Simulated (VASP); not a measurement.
Input of a VASP 6.6.1 run:

The input INCAR:

```
PREC     = Accurate       # precision mode
ENCUT    = 520            # plane-wave cutoff, eV
EDIFF    = 1E-6           # SCF threshold, eV
ISMEAR   = 0              # smearing method
SIGMA    = 0.05           # smearing width, eV
LREAL    = F              # projectors in reciprocal space
LASPH    = T              # aspherical terms in the spheres
NELM     = 120            # most SCF steps
ALGO     = Fast           # electronic algorithm
ISIF     = 2              # what is computed and relaxed
LWAVE    = F              # write WAVECAR
LCHARG   = T              # write CHGCAR
ISPIN    = 2              # spin polarisation
MAGMOM   = 7 0            # initial moments
LORBIT   = 11             # projections on sites
NUPDOWN  = 4              # fixed moment
LMAXMIX  = 6              # l up to which the mixer works
LDAU     = T              # DFT+U
LDAUTYPE = 2            
LDAUL    = 3 -1           # shell
LDAUU    = 2 0            # U, eV
LDAUJ    = 0 0          
LDAUPRINT= 1            
GGA      = PE             # functional
LELF     = T              # ELF
LVHAR    = T            
NBANDS   = 22             # bands
```

File KPOINTS:

```
regular mesh
0
Gamma
  6 6 6
```

POSCAR

```
EuO
1.0
    0.0000000000      2.5719519700      2.5719519700
    2.5719519700      0.0000000000      2.5719519700
    2.5719519700      2.5719519700      0.0000000000
Eu O
1 1
Direct
    0.5000000000      0.5000000000      0.5000000000
    0.0000000000      0.0000000000      0.0000000000
```

Potentials or basis: VASP PAW PBE potentials, release 64 (Eu, O).

Run with:

```bash
$ cat potpaw_PBE.64/Eu/POTCAR potpaw_PBE.64/O/POTCAR > POTCAR
$ mpirun -np 1 vasp_std > vasp.out
```

Problem. What does it give for the pressure?

Solution. -6.2 GPa.

Eigenvalues of the final occupation matrices:
| site | spin | trace | eigenvalues |
| --- | --- | --- | --- |
| site 1 f | 1 | 5.44 | 0.00 0.83 0.83 0.83 0.98 0.98 0.98 |
| site 1 f | 2 | 0.99 | 0.00 0.00 0.00 0.01 0.01 0.01 0.95 |

Caveat: the moment is held away from its start; spin-orbit coupling is left out, which moves the levels of the heavy elements; the total moment is fixed, so each spin has its own Fermi level; a cell with one magnetic atom can't hold antiferromagnetic order, which such compounds often take. The state reached can hang on the start; a lower one may exist.
